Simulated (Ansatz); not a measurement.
# BN (F-43m) in Ansatz: a series of runs, part 2 of 2

Ansatz 0.2.0. The steps go on from the part before.

## Step 3: Relaxation of cell and atoms, PBEsol, target pressure 5 GPa, at which the enthalpy is minimised

input.yaml reads:

```yaml
crystal:
  lattice:
    - [0.0, 1.813001, 1.813001]
    - [1.813001, 0.0, 1.813001]
    - [1.813001, 1.813001, 0.0]
  atoms:
    - { symbol: "N", position: [0.25, 0.25, 0.25] }
    - { symbol: B, position: [0.0, 0.0, 0.0] }
kpoints:
  mp_grid: { grid: [13, 13, 13] }
scf:
  occupations: { method: fermi_dirac, width: 0.05 }
hamiltonian:
  xc: pbesol
  pseudopotentials: { kind: all_electron, lapw: { basis_error: 0.001 } }
output:
  forces: true
  stress: true
relax:
  f_tol: 0.01
  max_steps: 60
  cell: { p_target: 5 }
```

Potentials or basis: all-electron LAPW, scalar-relativistic.

Launch:

```
ansatz run input.yaml --threads 1 --pin off --max-ram 3072MiB --backend cpu --events-out ev --progress --plain --runs-dir out
```

Wall time 19 s (1 thread of Arm Neoverse V2, shared host); peak memory 0.27 GiB.

It converged, with:

* Free energy: -2160.2577 eV
* Relaxed volume: 5.79 Å³/atom
* Relaxed cell: a = 2.539 Å, b = 2.539 Å, c = 2.539 Å, α = 60.00°, β = 60.00°, γ = 60.00°
* Space group after relaxing (to 0.05 Å): F-43m (No. 216)
* Energy change on relaxing (the enthalpy is what falls): -0.8 meV/atom
* Ionic steps: 5
* Pressure after relaxing: 5.0 GPa
* Band gap on the k mesh: 4.38 eV

Step by step:
| step | energy change (eV) | largest force (eV/Å) | volume (Å³) |
| --- | --- | --- | --- |
| 1 | 0.0000 | 0.0000 | 11.92 |
| 2 | -0.0039 | 0.0000 | 11.71 |
| 3 | -0.0015 | 0.0000 | 11.57 |
| 4 | -0.0017 | 0.0000 | 11.57 |
| 5 | -0.0017 | 0.0000 | 11.57 |

Final structure:
```
CELL_PARAMETERS angstrom
0.00000 1.79529 1.79529
1.79529 0.00000 1.79529
1.79529 1.79529 0.00000
ATOMIC_POSITIONS crystal
N 0.25000 0.25000 0.25000
B 0.00000 0.00000 0.00000
```

Caveat: an odd mesh through Γ misses points on the zone boundary, where band edges often lie.

## Step 4: Relaxation of cell and atoms, PBEsol, target pressure 10 GPa, at which the enthalpy is minimised

input.yaml, as its differences from that of step 3:

```diff
@@ -21,2 +21,2 @@
   max_steps: 60
-  cell: { p_target: 5 }
+  cell: { p_target: 10 }
```

Potentials or basis: all-electron LAPW, scalar-relativistic.

Launch:

```
ansatz run input.yaml --threads 1 --pin off --max-ram 3072MiB --backend cpu --events-out ev --progress --plain --runs-dir out
```

Log:

```text
Warning: RAYON_NUM_THREADS=1 ignored (pool sized by the plan → 1); use --threads N
The last accepted step is kept in <dir> (removed where the run ends without a failure and the disk answers)
LAPW: plane waves up to 11.155 Å⁻¹, error target 1.0e-3 eV per atom; small_component_spin mean_spin; B in spheres of 0.718 Å, 5 of its electrons in bands, Dirac shells []; N in spheres of 0.805 Å, 7 of its electrons in bands, Dirac shells [] (how accurate: hamiltonian.pseudopotentials.lapw.basis_error, Limitations)
Engine: ansatz 0.2.0, aarch64-unknown-linux-gnu
Pseudopotentials: kind: all_electron
Pseudopotential: N, LAPW, valence charge 7, lapw/all_electron/scalar/gaussian/N, Koelling and Harmon's equation, gaussian nucleus
Pseudopotential: B, LAPW, valence charge 5, lapw/all_electron/scalar/gaussian/B, Koelling and Harmon's equation, gaussian nucleus
Functional definition: PBEsol
  exchange = pbesol_x
  correlation = pbesol_c
Crystal: 2 atoms, lattice volume = 11.919 Å³
Basis set: ecut = 474.0653568521446 eV, 283 PW (Γ), exchange–correlation at level 2
Bands: 10, of which v1, the nominal top of the filled ones, is band 6 counted from 1 (5 counted from 0)
Symmetry: 24 space group operations
Space group: F-43m (ITA 216), of the structure as read, at distance tolerance 2.3e-5 Å
k-points: 84 of 2197 (time reversal used)
Non-local potential: N, projectors of the file, none
Non-local potential: B, projectors of the file, none
Initial density: superposition of atomic densities (chi_scale 0.1, normalization cell, long waves kept (reshape's long-wave potential 0.00 eV rms))
Initial wavefunctions: plane waves of lowest kinetic energy (no species holds an atomic orbital)
Functional: x = pbesol(κ = 0.804, μ = 0.12345679012345678), c = pbesol(β = 0.046)
iter 1 solved again at ethr=1.81e-2 eV; its pass at ethr=1.00e-1 eV (dr2=2.17e0 eV) is discarded
SCF iter   1: F=—  HF=-2161.211930 eV  |F-HF|=—  |Δ(HF+E_count)|=         —  Δρ=1.51e-1  dr2=2.17e0  ethr=1.81e-2  ⟨swp⟩=2.0  Hψ=5970  notcnv=0
preconditioner: auto → none  [insulator: Δε(μ)=5.991 eV  Ē_g=20.307 eV  σ=0.050 eV  W_gap=1.00  n_scr=0 (ndim 8)  ℏωp=30.4 eV  f_vac=0.000  D(μ)=0.00/eV (n_scr^D=0)  ε∞_Penn≈3.2]
iter 2 solved again at ethr=1.77e-3 eV; its pass at ethr=1.81e-2 eV (dr2=2.12e-1 eV) is discarded
SCF iter   2: F=—  HF=-2160.351242 eV  |F-HF|=—  |Δ(HF+E_count)|=   8.61e-1  Δρ=5.25e-2  dr2=2.12e-1  ethr=1.77e-3  ⟨swp⟩=2.0  Hψ=4526  notcnv=0
SCF iter   3: F=—  HF=-2160.266154 eV  |F-HF|=—  |Δ(HF+E_count)|=   8.51e-2  Δρ=2.31e-2  dr2=4.34e-2  ethr=1.77e-3  ⟨swp⟩=2.3  Hψ=2517  notcnv=0
[... 41 lines left out ...]
relax step   4: F+E_penalty+E_count = -2160.25121812 eV  Δ(F+E_penalty+E_count) = -6.642e-4 eV  max|allowed force component| = 1.203e-16 eV/Å  Δτ_max = 0.0000 Å  P = +10.002 GPa  Ω = 11.433 Å³  (3 SCF iters, accepted)
iter 1 solved again at ethr=7.81e-11 eV; its pass at ethr=1.00e-1 eV (dr2=9.37e-9 eV) is discarded
SCF iter   1: F=—  HF=-2160.251218 eV  |F-HF|=—  |Δ(HF+E_count)|=         —  Δρ=1.09e-5  dr2=9.38e-9  ethr=7.81e-11  ⟨swp⟩=3.1  Hψ=4102  notcnv=0
preconditioner: auto → none  [insulator: Δε(μ)=4.398 eV  Ē_g=20.415 eV  σ=0.050 eV  W_gap=1.00  n_scr=0 (ndim 8)  ℏωp=31.1 eV  f_vac=0.000  D(μ)=0.00/eV (n_scr^D=0)  ε∞_Penn≈3.3]
SCF iter   2: F=-2160.251218 eV  HF=-2160.251218 eV  |F-HF|=6.40e-10  |Δ(HF+E_count)|=   5.05e-9  Δρ=3.46e-6  dr2=9.95e-10  ethr=7.81e-11  ⟨swp⟩=2.8  Hψ=2218  notcnv=0
SCF 5 converged in 2 iterations: F = -2160.251218 eV  dr2 = 9.95e-10
relax step   5: F+E_penalty+E_count = -2160.25121814 eV  Δ(F+E_penalty+E_count) = -2.198e-8 eV  max|allowed force component| = 1.110e-16 eV/Å  Δτ_max = 0.0000 Å  P = +9.999 GPa  Ω = 11.433 Å³  stress off target by 8.44e-4 GPa  SCF on the basis re-selected at this cell (its energy is not comparable with the rows above)  (2 SCF iters)
basis re-selected at this cell: Δ(F+E_penalty+E_count) = -2.198e-8 eV, ΔP = -0.003 GPa vs the last step (what re-selecting the basis moved, after the strain that the cell walked since its last selection, with what the two solves' SCF thresholds leave and, on support functions, any second-order correction that the steps lacked; it is no measure of the basis error at this ecutwfc). This SCF's stress stands 8.44e-4 GPa from its target on what of the cell is left free (relax.cell.stress_tol is 5.00e-2 GPa) and its largest allowed force component is 1.11e-16 eV/Å (relax.f_tol is 1.00e-2 eV/Å): within both
SCF converged after 2 iterations
Free energy (F): -2160.251218 eV
Harris-Foulkes:  -2160.251218 eV  (|F-HF|=6.40e-10)
Internal energy: -2160.251218 eV  (E = F + TS)
E sigma→0 (E₀):  -2160.251218 eV
Fermi energy:    14.146961 eV
--- Per-component energies (eV) ---
  E_band       = -1010.678270
  E_kinetic    = 2154.015233
  E_xc         = -291.985190
  E_electrostatic = -4022.281262  (all electrons and nuclei)
  E_smearing   = -0.000000  (= −TS)
  E_closure    = 0.000000  (closes the sum)
  E_atoms      = -2141.847337  (free atoms, spherical and without spin; not in F)
  Σ components = -2160.251218   (vs F -2160.251218, Δ=0.00e0)
  Basis errors (estimates in eV, not in F): energy 5.2e-4 per atom: plane waves 5.1e-4 (3.3e-4 summed), levels above the bands 6.7e-78, relativity 1.2e-8, radial functions 8.3e-6, core shells 0.0e0; eigenvalues (radial functions only) 3.5e-6; not estimated: angular momenta, meshes, grids; target (lapw.basis_error) 1.0e-3; muffin-tin radii B 0.708 Å, N 0.794 Å
--- Forces (eV/Å), atoms counted from 1 ---
  atom   1  N      0.00000000     0.00000000     0.00000000
  atom   2  B     -0.00000000    -0.00000000    -0.00000000
  max |Σ_I F_I| component: 7.40e-17 eV/Å
--- Stress (GPa, compression-positive) ---
        9.999156       0.000000       0.000000
        0.000000       9.999156       0.000000
        0.000000       0.000000       9.999156
  P = ⅓ Tr σ = 9.9992 GPa (99.992 kbar)
--- Relaxed structure (4 steps of the walk, 4 accepted, 1 SCFs on fresh bases) ---
  F+E_penalty+E_count = -2160.25121814 eV   max|allowed force component| = 1.110e-16 eV/Å   (the final SCF, on the basis selected at the relaxed cell)
  cell:  # Å, volume = 11.4332 Å³
    - [5.350120302102284e-34, 1.7880492581167908, 1.7880492581167908]
    - [1.7880492581167908, 2.2674395850659486e-33, 1.7880492581167908]
    - [1.7880492581167908, 1.7880492581167908, 1.273842038422476e-33]
  atoms:
    - { symbol: N, position: [0.25, 0.25, 0.25] }
    - { symbol: B, position: [-1.1618779452816286e-35, -6.086027332427589e-36, 2.3790834117671447e-35] }
```

Run time: 21 s. Hardware: 1 thread of Arm Neoverse V2, shared host; peak memory 0.27 GiB.

What came out:

```yaml
Free_energy: -2160.2512 eV
Relaxed_volume: 5.72 Å³/atom
Relaxed_cell: a = 2.529 Å, b = 2.529 Å, c = 2.529 Å, α = 60.00°, β = 60.00°, γ = 60.00°
Space_group_after_relaxing_to_0.05_Å: F-43m (No. 216)
Energy_change_on_relaxing_the_enthalpy_is_what_falls: +2.4 meV/atom
Ionic_steps: 5
Pressure_after_relaxing: 10.0 GPa
Band_gap_on_the_k_mesh: 4.40 eV
```

Step by step:
```csv
step,energy change (eV),largest force (eV/Å),volume (Å³)
1,0.0000,0.0000,11.92
2,-0.0030,0.0000,11.62
3,0.0055,0.0000,11.42
4,0.0048,0.0000,11.43
5,0.0048,0.0000,11.43
```

Final structure:
```
N B
1.0
     0.00000    1.78805    1.78805
     1.78805    0.00000    1.78805
     1.78805    1.78805    0.00000
N B
1 1
Direct
  0.25000 0.25000 0.25000
  0.00000 0.00000 0.00000
```

Caveat: an odd mesh through Γ misses points on the zone boundary, where band edges often lie.

## Step 5: The runs side by side

```tsv
cell	gap on the mesh (eV)	pressure (GPa)
relaxed	4.37	0.0
relaxed to 5 GPa	4.38	5.0
relaxed to 10 GPa	4.40	10.0
```

Alike in all rows: task relaxation of cell and atoms; level PBEsol; potentials or basis all-electron LAPW, scalar-relativistic; no spin polarisation; k mesh 13 × 13 × 13; smearing fermi-dirac 0.05 eV; basis error allowed 0.001 eV/atom.

Caveats: an odd mesh through Γ misses points on the zone boundary, where band edges often lie.

Compare energies only between runs with the same functional and basis.
